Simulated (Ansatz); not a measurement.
# Stack of 2H-MoTe2 under arsenene, unshifted in a perpendicular field, part 3 of 5

Wanted: the out-of-plane response of the stack of 2H-MoTe2 under arsenene, unshifted. A positive field points along +c.

Ansatz 0.2.0; plane-wave DFT, PBE-D3(BJ), Ansatz PAW (the session's first sound run).

So far. Step 7 (Single point, field -0.3 V/Å): The dipole is -0.187 e·Å, -0.185 e·Å from its value without field, and the gap 0.857 eV.

## 8. Response, atoms held

This step: plane-wave DFT, PBE-D3(BJ), Ansatz PAW; response to a field along the normal, atoms held (Ansatz 0.2.0).

The dipoles give the slope, and the difference of two potentials shows where the field is screened.

This step gave:

```
equivalent conductor thickness p/(ε₀AE) : 10.30 Å
distance between the outer atoms        : 8.074 Å
```

Table of dipole of the cell by applied field:

```
applied field (V/Å)  dipole of the cell (e·Å)
             -0.300                    -0.187
             -0.100                   -0.0631
              0.000                  -0.00146
              0.100                    0.0602
              0.500                     0.307
```

Local field over the applied field, running mean. From the potentials at -0.1 and 0.1 V/Å; running mean over 2.5 Å. The local field over applied field by z:

```
z (Å)  local field over applied field
  4.5                           0.996
  5.0                           0.990
  5.5                           0.973
  6.0                           0.933
  6.5                           0.849
  7.0                           0.710
  7.5                           0.542
  8.0                           0.370
  8.5                           0.214
  9.0                           0.102
  9.5                          0.0533
 10.0                          0.0354
 10.5                          0.0284
 11.0                          0.0280
 11.5                          0.0315
 12.0                          0.0381
 12.5                          0.0592
 13.0                          0.0993
 13.5                           0.138
 14.0                           0.156
 14.5                           0.148
 15.0                           0.115
 15.5                          0.0651
 16.0                          0.0288
 16.5                          0.0279
 17.0                          0.0824
 17.5                           0.205
 18.0                           0.372
 18.5                           0.550
 19.0                           0.719
 19.5                           0.854
 20.0                           0.934
 20.5                           0.972
 21.0                           0.989
 21.5                           0.996
 22.0                           0.998
```

Electrons, planar mean, per unit field. The induced electron density by z:

```
z (Å)  induced electron density (e/Å³ per V/Å)
  4.5                                   1.7e-5
  5.0                                   4.8e-5
  5.5                                   1.3e-4
  6.0                                   3.4e-4
  6.5                                   8.2e-4
  7.0                                  0.00181
  7.5                                  0.00312
  8.0                                  0.00289
  8.5                                   8.9e-4
  9.0                                   6.9e-4
  9.5                                   3.1e-4
 10.0                                  -4.5e-4
 10.5                                  -1.8e-4
 11.0                                   2.8e-4
 11.5                                   2.6e-4
 12.0                                  -1.6e-4
 12.5                                  -3.6e-4
 13.0                                  -5.7e-4
 13.5                                  -9.6e-4
 14.0                                  -5.5e-4
 14.5                                   8.0e-4
 15.0                                   9.9e-4
 15.5                                   8.5e-4
 16.0                                   5.1e-4
 16.5                                  -4.1e-4
 17.0                                  -7.9e-4
 17.5                                 -0.00121
 18.0                                 -0.00312
 18.5                                 -0.00296
 19.0                                 -0.00168
 19.5                                  -7.8e-4
 20.0                                  -3.4e-4
 20.5                                  -1.4e-4
 21.0                                  -5.4e-5
 21.5                                  -2.1e-5
 22.0                                  -7.5e-6
```

The smaller of the gaps on the path and on the k-mesh, counted as 0 under 0.03 eV. Table of gap by applied field:

```
applied field (V/Å)  gap (eV)
             -0.300     0.857
             -0.100     0.875
              0.000     0.880
              0.100     0.856
              0.500     0.749
```

By hand: between -0.1 and 0.1 V/Å the dipole changes by 0.1233 e·Å, a slope of 0.6164 e·Å²/V. A perfect conductor of thickness t has p = ε₀AEt, so t = 180.95 × 0.6164 / 10.829 = 10.30 Å (e/ε₀ = 180.95 V·Å, A in Å²).

The induced dipole is that of a conductor 10.30 Å thick.

## 9. Relaxing in the field, field 0.1 V/Å

This step: plane-wave DFT, PBE-D3(BJ), Ansatz PAW (Ansatz 0.2.0).

Now the atoms may follow the field. A weak field makes forces of meV/Å to tens of meV/Å, so the force tolerance is set well below the usual one.

input.yaml reads:

```yaml
crystal:
  lattice:
    - [3.5360885962, 0.0, 0.0]
    - [-1.7680442981, 3.0623425543, 0.0]
    - [0.0, 0.0, 26.0742687545]
  atoms:
    - { symbol: Te, position: [0.3333333333, 0.6666666667, 0.3451678774] }
    - { symbol: Mo, position: [0.0, 0.0, 0.4143841734] }
    - { symbol: Te, position: [0.3333333333, 0.6666666667, 0.483510423] }
    - { symbol: As, position: [0.6666666667, 0.3333333333, 0.600840229] }
    - { symbol: As, position: [0.3333333333, 0.6666666667, 0.6548321226] }
kpoints:
  mp_grid: { grid: [12, 12, 1] }
hamiltonian:
  xc: pbe
  dispersion: d3bj
scf:
  occupations: { method: fermi_dirac, width: 0.02585 }
  convergence: { dr2_threshold: 1.0e-10 }
efield:
  axis: 3
  dipole_correction: true
  ramp_position: 0.97
  ramp_width: 0.06
  amplitude: 0.1
relax:
  f_tol: 0.001
  max_steps: 60
output:
  write_potential: true
  write_density: true
  volumetric_format: npy
```

The run is started by

```bash
> ansatz run input.yaml --threads 4 --pin off --max-ram 6144MiB --backend cpu --events-out ev --progress --plain --runs-dir out
```

Numbers of over 12 decimals in the logs are rounded to 6 here.

The program printed:

```text
[...]
Crystal: 5 atoms, lattice volume = 282.351 Å³
Basis set: ecut = 420 eV, 5469 PW (Γ), exchange–correlation on 48×48×360 points (8 copies of the dense FFT grid, shifted against one another)
Bands: 46, of which v1, the nominal top of the filled ones, is band 38 counted from 1 (37 counted from 0)
Symmetry: 6 space group operations
[...]
k-points: 19 of 144 (time reversal used)
[...]
SCF iter   1: F=—  HF=-28631.583470 eV  |F-HF|=—  |Δ(HF+E_count)|=         —  Δρ=2.78e-2  dr2=2.76e0  ethr=3.10e-3  p=0.064 e·Å  D=4.10e-2 V/Å  ΔV_dip=-1.07 eV  dr2_dipole=5.28e-4  V_vac-E_F(+/−)=5.59/4.27 eV  ⟨swp⟩=11.3  Hψ=4010  notcnv=0
[...]
SCF iter  16: F=-28630.906116 eV  HF=-28630.906116 eV  |F-HF|=7.28e-12  |Δ(HF+E_count)|=  2.18e-11  Δρ=3.59e-8  dr2=2.08e-11  ethr=1.00e-12  p=0.060 e·Å  D=3.86e-2 V/Å  ΔV_dip=-1.01 eV  dr2_dipole=5.54e-12  V_vac-E_F(+/−)=4.93/3.55 eV  ⟨swp⟩=7.0  Hψ=3820  notcnv=0
SCF 1 converged in 16 iterations: F = -28630.906116 eV  dr2 = 2.08e-11
[...]
relax step   1: F+E_penalty+E_count = -28630.90611611 eV  Δ(F+E_penalty+E_count) = +0.000e0 eV  max|allowed force component| = 1.514e-2 eV/Å  Δτ_max = 0.0000 Å  (16 SCF iters, accepted)
[...]
SCF iter   9: F=-28630.906101 eV  HF=-28630.906101 eV  |F-HF|=2.55e-11  |Δ(HF+E_count)|=  2.18e-11  Δρ=3.66e-8  dr2=4.68e-12  ethr=1.00e-12  p=0.060 e·Å  D=3.88e-2 V/Å  ΔV_dip=-1.01 eV  dr2_dipole=5.98e-13  V_vac-E_F(+/−)=4.93/3.55 eV  ⟨swp⟩=7.0  Hψ=4006  notcnv=0
SCF 2 converged in 9 iterations: F = -28630.906101 eV  dr2 = 4.68e-12
relax step   2: F+E_penalty+E_count = -28630.90610093 eV  Δ(F+E_penalty+E_count) = +1.518e-5 eV  max|allowed force component| = 2.955e-2 eV/Å  Δτ_max = 0.0012 Å  (9 SCF iters, rejected (line search))
SCF iter   1: F=—  HF=-28630.906124 eV  |F-HF|=—  |Δ(HF+E_count)|=         —  Δρ=2.96e-5  dr2=9.53e-6  ethr=1.81e-7  p=0.060 e·Å  D=3.88e-2 V/Å  ΔV_dip=-1.01 eV  dr2_dipole=2.82e-6  V_vac-E_F(+/−)=4.93/3.55 eV  ⟨swp⟩=2.0  Hψ=1422  notcnv=0  defer=36
[...]
SCF iter   8: F=-28630.906122 eV  HF=-28630.906122 eV  |F-HF|=1.09e-10  |Δ(HF+E_count)|=  1.78e-10  Δρ=8.36e-8  dr2=3.25e-11  ethr=1.00e-12  p=0.060 e·Å  D=3.86e-2 V/Å  ΔV_dip=-1.01 eV  dr2_dipole=2.96e-12  V_vac-E_F(+/−)=4.93/3.55 eV  ⟨swp⟩=8.0  Hψ=4312  notcnv=0
SCF 3 converged in 8 iterations: F = -28630.906122 eV  dr2 = 3.25e-11
relax step   3: F+E_penalty+E_count = -28630.90612189 eV  Δ(F+E_penalty+E_count) = -5.772e-6 eV  max|allowed force component| = 3.675e-4 eV/Å  Δτ_max = 0.0006 Å  (8 SCF iters, accepted)
[...]
the band table was solved once a step of the walk had ended and its energy, with any forces and stress, was formed, with the checks that follow a solve (4356 applications of the Hamiltonian). They found nothing against the state; the energy, forces and stress were not computed again (output.eigenvalues in the input reference)
SCF converged after 8 iterations
Free energy (F): -28630.906122 eV
[...]
Internal energy: -28630.906122 eV  (E = F + TS)
E sigma→0 (E₀):  -28630.906122 eV
Fermi energy:    2.594151 eV
Dipole field:    D = 0.038621 V/Å  (p = 0.060263 e·Å, saw-weighted, corrected)
Work function:   not extracted (applied field tilts the vacuum); planar V_es + V_field profile in the machine report
[...]
--- Forces (eV/Å), atoms counted from 1 ---
  atom   1  Te     0.00000000    -0.00000000     0.00003038
  atom   2  Mo     0.00000000     0.00000000    -0.00009353
  atom   3  Te     0.00000000    -0.00000000     0.00014910
  atom   4  As    -0.00000000     0.00000000     0.00028150
  atom   5  As     0.00000000    -0.00000000    -0.00036746
  max |Σ_I F_I| component: 1.87e-8 eV/Å
--- Band table (eV; the first three rows and the last of 19) ---
  k-point 0: bands = [... 34 lower, 1.1101, 1.7303, 1.7303, 2.0787, 4.1920, 5.0034, 5.0034, 5.2250, ... 4 higher]
  k-point 1: bands = [... 34 lower, 0.9440, 1.2814, 1.5068, 2.1560, 4.4548, 4.6788, 4.8956, 5.0468, ... 4 higher]
  k-point 2: bands = [... 34 lower, 0.7213, 1.0197, 1.2765, 1.9360, 3.8141, 4.0472, 4.4042, 4.6073, ... 4 higher]
  k-point 18: bands = [... 34 lower, -0.5715, -0.5025, 0.2943, 1.9616, 3.0190, 3.3388, 3.8088, 4.4097, ... 4 higher]
--- Relaxed structure (3 steps of the walk, 2 accepted, 0 SCFs on fresh bases) ---
  F+E_penalty+E_count = -28630.90612189 eV   max|allowed force component| = 3.675e-4 eV/Å
  atoms:
    - { symbol: Te, position: [0.333333, 0.666667, 0.345173] }
[...]
- { symbol: Te, position: [0.333333, 0.666667, 0.483514] }
    - { symbol: As, position: [0.666667, 0.333333, 0.600842] }
    - { symbol: As, position: [0.333333, 0.666667, 0.654844] }
```

The job ended after 19 s (4 threads of Arm Neoverse V2, shared host; peak memory 0.69 GiB; 73 s of CPU time).

Hardly anything moved in the relaxation; the energy changed by under 0.2 meV an atom.

This step gave:

| Property | Result |
| --- | --- |
| dipole along the normal | 0.06026 e·Å |

The relaxation took 3 steps and lowered the energy by 5.8e-6 eV; the largest force on the free atoms ends at 3.7e-4 eV/Å.

The dipole is 0.0603 e·Å, 0.0617 e·Å from its value without field, and the gap on the mesh 0.863 eV.

## 10. Field on, atoms free, field -0.1 V/Å

The opposite sign, again from the field-free geometry; the difference of the two cancels what relaxes without a field.

Edit input.yaml of step 9 so:

```diff
@@ -24,3 +24,3 @@
   ramp_width: 0.06
-  amplitude: 0.1
+  amplitude: -0.1
 relax:
```

The program printed:

```text
[...]
Crystal: 5 atoms, lattice volume = 282.351 Å³
Basis set: ecut = 420 eV, 5469 PW (Γ), exchange–correlation on 48×48×360 points (8 copies of the dense FFT grid, shifted against one another)
Bands: 46, of which v1, the nominal top of the filled ones, is band 38 counted from 1 (37 counted from 0)
Symmetry: 6 space group operations
[...]
--- Relaxed structure (5 steps of the walk, 3 accepted, 0 SCFs on fresh bases) ---
  F+E_penalty+E_count = -28630.90641831 eV   max|allowed force component| = 4.881e-6 eV/Å
  atoms:
    - { symbol: Te, position: [0.333333, 0.666667, 0.345154] }
[...]
- { symbol: Te, position: [0.333333, 0.666667, 0.483498] }
    - { symbol: As, position: [0.666667, 0.333333, 0.600840] }
    - { symbol: As, position: [0.333333, 0.666667, 0.654845] }
[key lines of the parts left out:]
SCF converged after 8 iterations
Free energy (F): -28630.906418 eV
Fermi energy:    2.584979 eV
Dipole field:    D = -0.040530 V/Å  (p = -0.063242 e·Å, saw-weighted, corrected)
```

Elapsed: 29 s, on 4 threads; peak memory 0.7 GiB; 1.9 min of CPU time.

Hardly anything moved in the relaxation; the energy changed by under 0.2 meV an atom.

Numbers from this step:

```
dipole along the normal : -0.06324 e·Å
```

The relaxation took 5 steps and lowered the energy by 6.2e-6 eV; the largest force on the free atoms ends at 5.0e-6 eV/Å.

The dipole is -0.0632 e·Å, -0.0618 e·Å from its value without field, and the gap on the mesh 0.883 eV.

## 11. Response, atoms relaxed

This step: plane-wave DFT, PBE-D3(BJ), Ansatz PAW; response to a field along the normal, atoms relaxed (Ansatz 0.2.0).

The same analysis on the two relaxed runs holds the ionic part too; their mesh is coarser, so small differences from the held value can come from that.

Numbers from this step:

* equivalent conductor thickness p/(ε₀AE): 10.32 Å
* distance between the outer atoms: 8.075 Å

Table of dipole of the cell by applied field:

```
applied field (V/Å)  dipole of the cell (e·Å)
            -0.1000                   -0.0632
             0.1000                    0.0603
```

Local field over the applied field, running mean. From the potentials at -0.1 and 0.1 V/Å; running mean over 2.5 Å. The local field over applied field by z:

z (Å), local field over applied field and a bar:
```
      4.5      0.996 ##############################
      5.0      0.990 ##############################
      5.5      0.973 #############################
      6.0      0.934 ############################
      6.5      0.854 ##########################
      7.0      0.716 #####################
      7.5      0.531 ################
      8.0      0.372 ###########
      8.5      0.186 #####
      9.0      0.050 #
      9.5      0.037 #
     10.0      0.082 ##
     10.5      0.054 #
     11.0      0.048 #
     11.5      0.079 ##
     12.0      0.040 #
     12.5      0.011 
     13.0      0.064 ##
     13.5      0.139 ####
     14.0      0.147 ####
     14.5      0.149 ####
     15.0      0.119 ###
     15.5      0.065 ##
     16.0      0.028 
     16.5      0.028 #
     17.0      0.083 ##
     17.5      0.207 ######
     18.0      0.373 ###########
     18.5      0.550 ################
     19.0      0.719 ######################
     19.5      0.853 ##########################
     20.0      0.934 ############################
     20.5      0.972 #############################
     21.0      0.989 ##############################
     21.5      0.996 ##############################
     22.0      0.998 ##############################
```

The induced electron density oscillates, so the rows of the table below give means over windows of 0.5 Å about each position, cut where the curve ends. Its maxima inside the range that stand out by 2 % of the span (Å: e/Å³ per V/Å): 7.68: 0.00297, 9.42: 0.00630, 10.28: 0.00689, 11.73: -0.00303, 13.04: 0.00380, 14.78: 0.00109, 15.93: 0.00159. Its minima: 8.69: -0.00454, 9.85: 0.00300, 11.30: -0.00706, 12.17: -0.00521, 13.76: -5.0e-4, 15.35: -1.7e-4, 18.25: -0.00338.

Electrons, planar mean, per unit field. Table of induced electron density by z; means over each step:

z (Å), induced electron density (e/Å³ per V/Å) and a bar from the least value:
```
      4.5    0.00002 ###############
      5.0    0.00005 ###############
      5.5    0.00014 ################
      6.0    0.00035 ################
      6.5    0.00083 ##################
      7.0    0.00175 ####################
      7.5    0.00277 #######################
      8.0    0.00186 ####################
      8.5   -0.00298 #######
      9.0    0.00082 #################
      9.5    0.00517 ##############################
     10.0    0.00447 ############################
     10.5    0.00481 #############################
     11.0   -0.00320 ######
     11.5   -0.00525 
     12.0   -0.00403 ####
     12.5   -0.00233 ########
     13.0    0.00307 ########################
     13.5    0.00021 ################
     14.0   -0.00020 ###############
     14.5    0.00076 #################
     15.0    0.00067 #################
     15.5    0.00031 ################
     16.0    0.00121 ###################
     16.5   -0.00003 ###############
     17.0   -0.00067 #############
     17.5   -0.00157 ###########
     18.0   -0.00300 ######
     18.5   -0.00292 #######
     19.0   -0.00171 ##########
     19.5   -0.00080 #############
     20.0   -0.00035 ##############
     20.5   -0.00014 ###############
     21.0   -0.00006 ###############
     21.5   -0.00002 ###############
     22.0   -0.00001 ###############
```

The induced dipole is that of a conductor 10.32 Å thick.

## 12. Same geometry, cutoff 420 eV, functional LDA

This step: plane-wave DFT, LDA, Ansatz PAW (Ansatz 0.2.0).

The geometry is kept and the functional is LDA; other changes against the main runs: SCF threshold 1.0e-10 → 1.0e-09 eV, k-mesh 18×18×1 → 6×6×1 and no dispersion term, which doesn't act on the electrons.

input.yaml, the sections that differ from step 10:

```yaml
kpoints:
  mp_grid: { grid: [6, 6, 1] }
hamiltonian:
  xc: lda
scf:
  occupations: { method: fermi_dirac, width: 0.02585 }
  convergence: { dr2_threshold: 1.0e-09 }
efield:
  axis: 3
  dipole_correction: true
  ramp_position: 0.97
  ramp_width: 0.06
  amplitude: 0.1
# crystal, output: as in step 10
# relax: removed
```

The program printed:

```text
[...]
Crystal: 5 atoms, lattice volume = 282.351 Å³
Basis set: ecut = 420 eV, 5469 PW (Γ)
Bands: 46, of which v1, the nominal top of the filled ones, is band 38 counted from 1 (37 counted from 0)
Symmetry: 6 space group operations
[...]
k-points: 7 of 36 (time reversal used)
[...]
SCF iter   1: F=—  HF=-28045.966316 eV  |F-HF|=—  |Δ(HF+E_count)|=         —  Δρ=2.90e-2  dr2=3.09e0  ethr=3.10e-3  p=0.064 e·Å  D=4.10e-2 V/Å  ΔV_dip=-1.07 eV  dr2_dipole=1.07e-3  V_vac-E_F(+/−)=5.96/4.64 eV  ⟨swp⟩=10.9  Hψ=1472  notcnv=0
[...]
SCF iter  14: F=-28045.087014 eV  HF=-28045.087014 eV  |F-HF|=7.49e-10  |Δ(HF+E_count)|=  3.35e-10  Δρ=2.89e-7  dr2=9.13e-10  ethr=1.32e-12  p=0.060 e·Å  D=3.83e-2 V/Å  ΔV_dip=-1.00 eV  dr2_dipole=1.19e-11  V_vac-E_F(+/−)=5.27/3.88 eV  ⟨swp⟩=1.4  Hψ=722  notcnv=0
SCF 1 converged in 14 iterations: F = -28045.087014 eV  dr2 = 9.13e-10
[...]
SCF converged after 14 iterations
Free energy (F): -28045.087014 eV
[...]
Internal energy: -28045.087014 eV  (E = F + TS)
E sigma→0 (E₀):  -28045.087014 eV
Fermi energy:    2.232567 eV
Dipole field:    D = 0.038263 V/Å  (p = 0.059704 e·Å, saw-weighted, corrected)
Work function:   not extracted (applied field tilts the vacuum); planar V_es + V_field profile in the machine report
[...]
--- Band table (eV; the first three rows and the last of 7) ---
  k-point 0: bands = [... 34 lower, 0.8270, 1.4975, 1.4975, 1.7945, 3.8267, 4.6952, 4.6952, 4.9423, ... 4 higher]
  k-point 1: bands = [... 34 lower, 0.4488, 0.7883, 0.9922, 1.6677, 3.4949, 3.7250, 4.0996, 4.3006, ... 4 higher]
  k-point 2: bands = [... 34 lower, 0.0358, 0.5110, 0.7679, 0.9789, 2.7299, 3.3845, 3.3885, 4.4593, ... 4 higher]
  k-point 6: bands = [... 34 lower, -0.8192, -0.7518, 0.0264, 1.6610, 2.7093, 3.0263, 3.5084, 4.1098, ... 4 higher]
```

The job ended after 3.8 s (4 threads; peak memory 0.62 GiB).

This step gave:

```yaml
dipole_along_the_normal: 0.05970 e·Å
```

The dipole is 0.0597 e·Å.

## 13. Same geometry, cutoff 420 eV, functional LDA (run 2)

The same run in the opposite field.

Edit input.yaml of step 12 so:

```diff
@@ -23,3 +23,3 @@
   ramp_width: 0.06
-  amplitude: 0.1
+  amplitude: -0.1
 output:
```

The program printed:

```text
[...]
Crystal: 5 atoms, lattice volume = 282.351 Å³
Basis set: ecut = 420 eV, 5469 PW (Γ)
Bands: 46, of which v1, the nominal top of the filled ones, is band 38 counted from 1 (37 counted from 0)
Symmetry: 6 space group operations
[...]
k-points: 7 of 36 (time reversal used)
[...]
k-point 0: bands = [... 34 lower, 0.8620, 1.4507, 1.4507, 1.7724, 3.7808, 4.7262, 4.7262, 4.9227, ... 4 higher]
  k-point 1: bands = [... 34 lower, 0.4458, 0.7427, 1.0490, 1.6586, 3.4752, 3.7743, 4.1031, 4.3404, ... 4 higher]
  k-point 2: bands = [... 34 lower, 0.0431, 0.5194, 0.7872, 1.0201, 2.7038, 3.4155, 3.4254, 4.4917, ... 4 higher]
  k-point 6: bands = [... 34 lower, -0.8560, -0.7580, 0.0511, 1.7015, 2.7371, 2.9897, 3.5466, 4.1466, ... 4 higher]
[key lines of the parts left out:]
SCF converged after 14 iterations
Free energy (F): -28045.087410 eV
Fermi energy:    2.216188 eV
Dipole field:    D = -0.040802 V/Å  (p = -0.063667 e·Å, saw-weighted, corrected)
```

It took 3.6 s on 4 threads; peak memory 0.61 GiB.

The dipole is -0.0637 e·Å.

## 14. Response at this level

This step: plane-wave DFT, LDA, Ansatz PAW; response to a field along the normal, atoms held (Ansatz 0.2.0).

The two signs of the field give the slope at this level.

Numbers from this step:

```yaml
equivalent_conductor_thickness_p_eps_0ae: 10.31 Å
distance_between_the_outer_atoms: 8.074 Å
```

The induced dipole is that of a conductor 10.31 Å thick.

(Part 3 of 5 ends here.)

[Logs are printed without paths, hosts, clocks, repeated set-up lines and the standing remarks that a program may print on its own settings, such as how far it seeks lower states.]

[Hosts, paths, dates, database ids (printed as entryN), source tags and the programs' standing remarks are cut or masked in the printed files.]

[Maps of the electrostatic potential energy from Ansatz leave out the sawtooth potential of an applied field or a dipole correction, so their vacuum need not be flat; planar profiles and work functions include it.]
